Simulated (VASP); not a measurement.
# Sr (Fm-3m) in VASP: further runs

The runs below take Sr through relaxation of cell and atoms, with PBEsol, r2SCAN.

Everything below comes from runs of VASP 6.6.1. Logs are shortened: lines on timing, memory, paths and dates and some standing lists are left out, and cuts for length are marked.

### 1 The crystal as given

The structure is cubic, space group Fm-3m (No. 225). Conventional cell: a = 5.912 Å, b = 5.912 Å, c = 5.912 Å, α = 90.00°, β = 90.00°, γ = 90.00°. Sr (site symmetry m-3m) is surrounded by 12 Sr at 4.18 Å.

### 2 Relaxation of cell and atoms, PBEsol

File INCAR:

```
SYSTEM = Sr
PREC     = Accurate       ! precision mode
ENCUT    = 600            ! plane-wave cutoff, eV
EDIFF    = 1E-7           ! SCF threshold, eV
ISMEAR   = 1              ! smearing method
SIGMA    = 0.1            ! smearing width, eV
LREAL    = .FALSE.        ! projectors in reciprocal space
LASPH    = .TRUE.         ! aspherical terms in the spheres
NELM     = 80             ! most SCF steps
ALGO     = Normal         ! electronic algorithm
ISIF     = 3              ! what is computed and relaxed
LWAVE    = .FALSE.        ! write WAVECAR
LCHARG   = .FALSE.        ! write CHGCAR
GGA      = PS             ! functional
IBRION   = 2              ! ionic algorithm
NSW      = 90             ! ionic steps
EDIFFG   = -0.005         ! ionic threshold
```

File KPOINTS:

```
Automatic mesh
0
G
  12 12 12
  0 0 0
```

File POSCAR:

```
Sr                                      
1.0
   -0.0000000000      2.9562318166      2.9562318166
    2.9562318166      0.0000000000      2.9562318166
    2.9562318166      2.9562318166     -0.0000000000
  Sr            
     1
Direct
     0.0000000000000000    0.0000000000000000    0.0000000000000000
```

Potentials or basis: VASP PAW PBE potentials, release 64 (Sr_sv).

Run with:

```bash
cat potpaw_PBE.64/Sr_sv/POTCAR > POTCAR
mpirun -np 1 vasp_std > vasp.out
```

OUTCAR:

```text
SYSTEM = Sr
   PREC = Accurate
   ENCUT = 600
   EDIFF = 1E-7
   ISMEAR = 1
   LREAL = .FALSE.
   LASPH = .TRUE.
   NELM = 80
   ISIF = 3
   GGA = PS
   IBRION = 2
   NSW = 90
   EDIFFG = -0.005

 ion  position               nearest neighbor table
   1  0.000  0.000  0.000-

  LATTYP: Found a face centered cubic cell.
 ALAT       =     5.9124636332

  Lattice vectors:

 A1 = (   0.0000000000,   2.9562318166,   2.9562318166)
 A2 = (   2.9562318166,   0.0000000000,   2.9562318166)
 A3 = (   2.9562318166,   2.9562318166,   0.0000000000)

Analysis of symmetry for initial positions (statically):
=====================================================================
 Subroutine PRICEL returns:
 Original cell was already a primitive cell.

 Routine SETGRP: Setting up the symmetry group for a
 face centered cubic supercell.

 Subroutine GETGRP returns: Found 48 space group operations
 (whereof 48 operations were pure point group operations)
 out of a pool of 48 trial point group operations.

The static configuration has the point symmetry O_h .

Analysis of symmetry for dynamics (positions and initial velocities):
=====================================================================
 Subroutine PRICEL returns:
 Original cell was already a primitive cell.

 Routine SETGRP: Setting up the symmetry group for a
 face centered cubic supercell.

 Subroutine GETGRP returns: Found 48 space group operations
 (whereof 48 operations were pure point group operations)
 out of a pool of 48 trial point group operations.

The dynamic configuration has the point symmetry O_h .

 Subroutine INISYM returns: Found 48 space group operations
 (whereof 48 operations are pure point group operations),
 and found     1 'primitive' translations

----------------------------------------------------------------------------------------

                                     Primitive cell

  volume of cell :      51.6708

  direct lattice vectors                    reciprocal lattice vectors
     0.000000000  2.956231817  2.956231817    -0.169134233  0.169134233  0.169134233
     2.956231817  0.000000000  2.956231817     0.169134233 -0.169134233  0.169134233
     2.956231817  2.956231817  0.000000000     0.169134233  0.169134233 -0.169134233

  length of vectors
     4.180743129  4.180743129  4.180743129     0.292949084  0.292949084  0.292949084

  position of ions in fractional coordinates (direct lattice)
     0.000000000  0.000000000  0.000000000

  ion indices of the primitive-cell ions
   primitive index   ion index
                 1           1

----------------------------------------------------------------------------------------

 KPOINTS: Automatic mesh

Automatic generation of k-mesh.
 Grid dimensions read from file:
 generate k-points for:   12   12   12

 Generating k-lattice:

  Cartesian coordinates                     Fractional coordinates (reciprocal lattice)
    -0.014094519  0.014094519  0.014094519     0.083333333  0.000000000  0.000000000
     0.014094519 -0.014094519  0.014094519     0.000000000  0.083333333  0.000000000
     0.014094519  0.014094519 -0.014094519     0.000000000  0.000000000  0.083333333

  Length of vectors
     0.024412424  0.024412424  0.024412424

  Shift w.r.t. Gamma in fractional coordinates (k-lattice)
     0.000000000  0.000000000  0.000000000

 Subroutine IBZKPT returns following result:
 ===========================================

 Found     72 irreducible k-points:

 Following reciprocal coordinates:
            Coordinates               Weight
  0.000000  0.000000  0.000000      1.000000
  0.083333  0.000000  0.000000      8.000000
  0.166667  0.000000  0.000000      8.000000
  0.250000  0.000000  0.000000      8.000000
  0.333333  0.000000  0.000000      8.000000
  0.416667  0.000000  0.000000      8.000000
[... 16 lines left out ...]
  0.500000  0.166667  0.000000     24.000000
 -0.416667  0.166667  0.000000     24.000000
 [... further k-points ...]
   k-points           NKPTS =     72   k-points in BZ     NKDIM =     72   number of bands    NBANDS=      9
   number of dos      NEDOS =    301   number of ions     NIONS =      1
   total plane-waves  NPLWV =  46656
   dimension x,y,z NGX =    36 NGY =   36 NGZ =   36
   dimension x,y,z NGXF=    72 NGYF=   72 NGZF=   72
   ions per type =               1
   NGX,Y,Z   is equivalent  to a cutoff of  14.32, 14.32, 14.32 a.u.
   NGXF,Y,Z  is equivalent  to a cutoff of  28.63, 28.63, 28.63 a.u.
 SYSTEM =  Sr
   PREC   = accura    normal or accurate (medium, high low for compatibility)
   ISTART =      0    job   : 0-new  1-cont  2-samecut
   ICHARG =      2    charge: 1-file 2-atom 10-const
   ISPIN  =      1    spin polarized calculation?
   LNONCOLLINEAR =      F non collinear calculations
   LSORBIT =      F    spin-orbit coupling
   LASPH  =      T    aspherical Exc in radial PAW
   ENCUT  =  600.0 eV  44.10 Ry    6.64 a.u.   8.35  8.35  8.35*2*pi/ulx,y,z
   NELM   =     80;   NELMIN=  2; NELMDL= -5     # of ELM steps
   EDIFF  = 0.1E-06   stopping-criterion for ELM
   LREAL  =      F    real-space projection
   EDIFFG = -.5E-02   stopping-criterion for IOM
   NSW    =     90    number of steps for IOM
   IBRION =      2    ionic relax: 0-MD 1-quasi-New 2-CG
   NFREE  =      1    steps in history (QN), initial steepest desc. (CG)
   ISIF   =      3    stress and relaxation
   ISYM   =      2    0-nonsym 1-usesym 2-fastsym
   POTIM  = 0.5000    time-step for ionic-motion
   TEBEG  =    0.0;   TEEND  =   0.0 temperature during run
   PSTRESS=    0.0 pullay stress
   NELECT =      10.0000    total number of electrons
   NUPDOWN=      -1.0000    fix difference up-down
   EMIN   =  10.00;   EMAX   =-10.00  energy-range for DOS
   EFERMI =   0.00;   METHOD = LEGACY
   ISMEAR =     1;   SIGMA  =   0.10  broadening in eV -4-tet -1-fermi 0-gaus
   EFERMI_NEDOS =   21; number of points for ismear=-14 and -15
   IALGO  =     38    algorithm
   IMIX   =      4    mixing-type and parameters
     AMIX     =   0.40;   BMIX     =  1.00
     AMIX_MAG =   1.60;   BMIX_MAG =  1.00
  volume/ion in A,a.u.               =      51.67       348.69
  Fermi-wavevector in a.u.,A,eV,Ry     =   0.946948  1.789473 12.200499  0.896711
  Thomas-Fermi vector in A             =   2.074995
   LORBIT       =      0    0 simple, 1 ext, 2 COOP (PROOUT), +10 PAW based schemes
   GGA     = PS    functional components
   LHFCALC =     F    Hartree Fock is set to
   AEXX    =    0.0000 exact exchange contribution
   IVDW    =     0    specifies the selected vdW correction
   LEPSILON=     F    determine dielectric tensor
   LRPA    =     F    only Hartree local field effects (RPA)
 conjugate gradient relaxation of ions
 non-spin polarized calculation
 Methfessel and Paxton  Order N= 1 SIGMA  =   0.10
  energy-cutoff  :      600.00
  volume of cell :       51.67
 maximum number of plane-waves:      1759
 NGX is ok and might be reduce to    36
   NGX = 17   NGY = 17   NGZ = 17

--------------------------------------- Ionic step        1  -------------------------------------------

 number of electron      10.0000000 magnetization

 Free energy of the ion-electron system (eV)
  ---------------------------------------------------
  ext. energy  EPLUGINS =         0.00000000
  ---------------------------------------------------
  free energy    TOTEN  =        -1.83947339 eV

  energy without entropy =       -1.84002278  energy(sigma->0) =       -1.83965652

------------------------ aborting loop because EDIFF is reached ----------------------------------------

  FORCE on cell =-STRESS in cart. coord.  units (eV):
  Direction    XX          YY          ZZ          XY          YZ          ZX
  --------------------------------------------------------------------------------------
  -------------------------------------------------------------------------------------
  Total        0.0068885      0.0068885      0.0068885     -0.0000000     -0.0000000      0.0000000
  in kB        0.2135934      0.2135934      0.2135934     -0.0000000     -0.0000000      0.0000000
  external PRESSURE =       0.2135934 kB  Pullay stress =       0.0000000 kB

 VOLUME and BASIS-vectors are now :
 -----------------------------------------------------------------------------
  energy-cutoff  :      600.00
  volume of cell :       51.67
      direct lattice vectors                 reciprocal lattice vectors
     0.000000000  2.956231817  2.956231817    -0.169134233  0.169134233  0.169134233
     2.956231817  0.000000000  2.956231817     0.169134233 -0.169134233  0.169134233
     2.956231817  2.956231817  0.000000000     0.169134233  0.169134233 -0.169134233

 POSITION                                       TOTAL-FORCE (eV/Angst)
 -----------------------------------------------------------------------------------
      0.00000      0.00000      0.00000         0.000000      0.000000      0.000000
 -----------------------------------------------------------------------------------
    total drift:                               -0.000000      0.000000      0.000000

  FREE ENERGIE OF THE ION-ELECTRON SYSTEM (eV)
  ---------------------------------------------------
  free  energy   TOTEN  =        -1.8394733901 eV

  energy  without entropy=       -1.8400227806  energy(sigma->0) =       -1.83965652

--------------------------------------- Ionic step        2  -------------------------------------------

 number of electron      10.0000000 magnetization

 Free energy of the ion-electron system (eV)
  ---------------------------------------------------
  ext. energy  EPLUGINS =         0.00000000
  ---------------------------------------------------
  free energy    TOTEN  =        -1.83947802 eV

  energy without entropy =       -1.84001659  energy(sigma->0) =       -1.83965754

 E-fermi :   1.7181     XC(G=0):  -7.6236

 val. band max:        1.7041117802   @ k =  -0.3333   0.3333   0.1667
 cond. band min:       1.7377216011   @ k =  -0.3333   0.3333   0.1667
 fundamental gap:      0.0336098209
 Fermi energy:         1.7180685261

 k-point     1 :       0.0000    0.0000    0.0000
  band No.  band energies     occupation
      1     -34.7095      2.00000
      2     -16.5988      2.00000
      3     -16.5988      2.00000
      4     -16.5988      2.00000
      5      -2.0459      2.00000
      6       4.1043      0.00000
      7       4.1043      0.00000
      8       4.1043      0.00000
      9       5.6803      0.00000

 k-point     2 :       0.0833    0.0000    0.0000
  band No.  band energies     occupation
      1     -34.7082      2.00000
      2     -16.6159      2.00000
      3     -16.6010      2.00000
      4     -16.6010      2.00000
      5      -1.9268      2.00000
      6       3.9198      0.00000
      7       4.1612      0.00000
      8       4.1612      0.00000
      9       5.6027      0.00000
[... 253 lines left out ...]
 k-point    24 :      -0.4167    0.1667    0.0000
  band No.  band energies     occupation
      1     -34.6887      2.00000
      2     -16.8229      2.00000
      3     -16.6770      2.00000
      4     -16.6413      2.00000
      5       0.9173      2.00000
      6       1.8497     -0.06865
      7       3.3229     -0.00000
      8       4.2856      0.00000
      9       6.4765      0.00000

 [... further k-points ...]

------------------------ aborting loop because EDIFF is reached ----------------------------------------

  FORCE on cell =-STRESS in cart. coord.  units (eV):
  Direction    XX          YY          ZZ          XY          YZ          ZX
  --------------------------------------------------------------------------------------
  -------------------------------------------------------------------------------------
  Total        0.0027508      0.0027508      0.0027508     -0.0000000     -0.0000000      0.0000000
  in kB        0.0852101      0.0852101      0.0852101     -0.0000000     -0.0000000      0.0000000
  external PRESSURE =       0.0852101 kB  Pullay stress =       0.0000000 kB

 VOLUME and BASIS-vectors are now :
 -----------------------------------------------------------------------------
  energy-cutoff  :      600.00
  volume of cell :       51.72
      direct lattice vectors                 reciprocal lattice vectors
    -0.000000000  2.957214226  2.957214226    -0.169078045  0.169078045  0.169078045
     2.957214226 -0.000000000  2.957214226     0.169078045 -0.169078045  0.169078045
     2.957214226  2.957214226  0.000000000     0.169078045  0.169078045 -0.169078045

 POSITION                                       TOTAL-FORCE (eV/Angst)
 -----------------------------------------------------------------------------------
      2.95721      2.95721      0.00000         0.000000      0.000000     -0.000000
 -----------------------------------------------------------------------------------
    total drift:                                0.000000      0.000000      0.000000

  FREE ENERGIE OF THE ION-ELECTRON SYSTEM (eV)
  ---------------------------------------------------
  free  energy   TOTEN  =        -1.8394780163 eV

  energy  without entropy=       -1.8400165868  energy(sigma->0) =       -1.83965754

 reached required accuracy - stopping structural energy minimisation
```

It took 46 s on 1 thread of Intel Xeon Platinum 8559C (Emerald Rapids), shared host; peak memory 0.22 GiB.

Results:

```yaml
Free_energy: -1.8395 eV
Relaxed_volume: 51.72 Å³/atom
Relaxed_cell: a = 4.182 Å, b = 4.182 Å, c = 4.182 Å, α = 60.00°, β = 60.00°, γ = 60.00°
Space_group_after_relaxing_to_0.05_Å: Fm-3m (No. 225)
Energy_gained_by_relaxing: 0.0 meV/atom
Ionic_steps: 2
Pressure_after_relaxing: 0.0 GPa
Band_gap_on_the_k_mesh: none (metal or under the smearing width)
```

Final structure:
```xyz
1
Lattice="0.0000 2.9572 2.9572 2.9572 0.0000 2.9572 2.9572 2.9572 0.0000" Properties=species:S:1:pos:R:3 pbc="T T T"
Sr    2.9572    2.9572    0.0000
```

Levels at points of the mesh, in eV from the Fermi level:
| k point | band 2 | band 3 | band 4 | band 5 | band 6 | band 7 | band 8 | band 9 |
| --- | --- | --- | --- | --- | --- | --- | --- | --- |
| (0.00, 0.00, 0.00) | -18.32 | -18.32 | -18.32 | -3.76 | 2.39 | 2.39 | 2.39 | 3.96 |
| (0.50, 0.00, 0.00) | -18.56 | -18.35 | -18.35 | -1.18 | 0.15 | 2.22 | 2.22 | 5.09 |
| (0.50, 0.50, 0.00) | -18.55 | -18.41 | -18.41 | -0.72 | 0.27 | 1.19 | 5.10 | 5.42 |

Caveat: the PAW data sets were made with another functional, which shifts forces and pressure a little.

### 3 Relaxation of cell and atoms, r2SCAN

This run uses another cell than the first one, of 56.32 Å³/atom, 1.090 times its volume.

File INCAR:

```
SYSTEM = Sr
ALGO = Normal ; EDIFF = 1E-6
EDIFFG = -0.01 ; ENCUT = 600
IBRION = 2 ; ISIF = 3
ISMEAR = 1 ; LASPH = .True.
LCHARG = .False. ; LMIXTAU = .True.
LREAL = .False. ; LWAVE = .False.
METAGGA = R2SCAN ; NELM = 80
NSW = 90 ; PREC = Accurate
SIGMA = 0.1
```

File KPOINTS:

```
k-points
0
Gamma
  12 12 12
  0 0 0
```

File POSCAR:

```
Sr
1.0
    0.0000000000      3.0423500000      3.0423500000
    3.0423500000      0.0000000000      3.0423500000
    3.0423500000      3.0423500000      0.0000000000
Sr
1
Direct
    0.0000000000      0.0000000000      0.0000000000
```

Potentials or basis: VASP PAW PBE potentials, release 64 (Sr_sv).

Run with:

```bash
cat potpaw_PBE.64/Sr_sv/POTCAR > POTCAR
mpirun -np 1 vasp_std > vasp.out
```

Wall time 3.7 min (1 thread of Intel Xeon 6975P-C (Granite Rapids), shared host); peak memory 0.25 GiB.

The run converged. Its results:

| Property | Result |
| --- | --- |
| Free energy | -15.0968 eV |
| Relaxed volume | 56.76 Å³/atom |
| Relaxed cell | a = 4.314 Å, b = 4.314 Å, c = 4.314 Å, α = 60.00°, β = 60.00°, γ = 60.00° |
| Space group after relaxing (to 0.05 Å) | Fm-3m (No. 225) |
| Energy gained by relaxing | 0.1 meV/atom |
| Ionic steps | 3 |
| Pressure after relaxing | 0.0 GPa |
| Band gap on the k mesh | none (metal or under the smearing width) |

Step by step:
```csv
step,energy change (eV),largest force (eV/Å),pressure (GPa),volume (Å³)
1,0.0000,0.0000,0.09,56.32
2,-0.0001,0.0000,0.04,56.58
3,-0.0001,0.0000,0.00,56.76
```

Final structure:
```
CELL_PARAMETERS angstrom
0.00000 3.05022 3.05022
3.05022 0.00000 3.05022
3.05022 3.05022 0.00000
ATOMIC_POSITIONS crystal
Sr 0.00000 0.00000 0.00000
```

Levels at points of the mesh, in eV from the Fermi level:
```
           k point  band 2  band 3  band 4  band 5  band 6  band 7  band 8  band 9
(0.00, 0.00, 0.00)  -19.33  -19.33  -19.33   -3.77    2.68    2.68    2.68    4.18
(0.50, 0.00, 0.00)  -19.52  -19.36  -19.36   -1.03   -0.06    2.49    2.49    5.23
(0.50, 0.50, 0.00)  -19.50  -19.40  -19.40   -0.55    0.53    0.99    5.23    5.53
```

Caveat: the PAW data sets were made with another functional, which shifts forces and pressure a little.
